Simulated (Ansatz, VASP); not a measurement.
ZrC: VASP beside Ansatz

INCAR

```
PREC = Accurate
ENCUT = 520
EDIFF = 1E-6
ISMEAR = 0
SIGMA = 0.15
LREAL = False
LASPH = True
NELM = 100
ALGO = Normal
ISIF = 2
LWAVE = False
LCHARG = True
GGA = CA
LELF = True
LVHAR = True
NBANDS = 15
```

File KPOINTS:

```
Automatic mesh
0
Gamma
  16 16 16
```

File POSCAR:

```
ZrC
1.0
    0.0000000000      2.3207286109      2.3207286109
    2.3207286109      0.0000000000      2.3207286109
    2.3207286109      2.3207286109      0.0000000000
Zr C
1 1
Direct
    0.4951207967      0.5048792033      0.5048792033
    0.0370573274     -0.0370573274     -0.0370573274
```

Input for Ansatz:

```yaml
crystal:
  lattice:
    - [0.0, 2.3207286109, 2.3207286109]
    - [2.3207286109, 0.0, 2.3207286109]
    - [2.3207286109, 2.3207286109, 0.0]
  atoms:
    - { symbol: Zr, position: [0.4951207967, 0.5048792033, 0.5048792033] }
    - { symbol: C, position: [0.0370573274, -0.0370573274, -0.0370573274] }
basis:
  ecutwfc: 520.0
kpoints:
  mp_grid: { grid: [16, 16, 16] }
hamiltonian:
  xc: lda
scf:
  occupations: { method: gaussian, width: 0.15 }
output:
  forces: true
  stress: true
  eigenvalues: true
```

Change from the starting cell: mode 4 frozen in at -0.172 Å, strain +e along z and -e/2 along x and y +0.0000.

Alike in both runs: task single point; functional LDA; k mesh 16 × 16 × 16; occupations gaussian, width 0.15 eV; no spin polarisation.

|  | VASP | Ansatz |
| --- | --- | --- |
| version | VASP 6.6.1 | Ansatz 0.2.0 |
| potentials or method | VASP PAW LDA potentials, release 64 (Zr_sv, C) | scalar-relativistic, plane waves, PAW |
| plane-wave cutoff (eV) | 520 | 520 |
| valence electrons in the cell | 16 | 16 |

|  | VASP | Ansatz | Ansatz less VASP |
| --- | --- | --- | --- |
| gap on the k mesh at the Fermi level (eV) | none | none | - |
| pressure (GPa) | 4.0 | 3.4 | -0.65 |
| largest component of the traceless stress (GPa) | 8.17 | 8.12 | -0.057 |
| rms of the force components (eV/Å) | 0.991 | 0.980 | -0.0103 |

Atom by atom the forces differ by 0.010 eV/Å (rms over components). A gap of «none» marks a metal or a gap that the smearing closes.

Caveats: forces of over 1 eV/Å show positions far from the minimum, so gaps and moduli don't describe the material at rest.
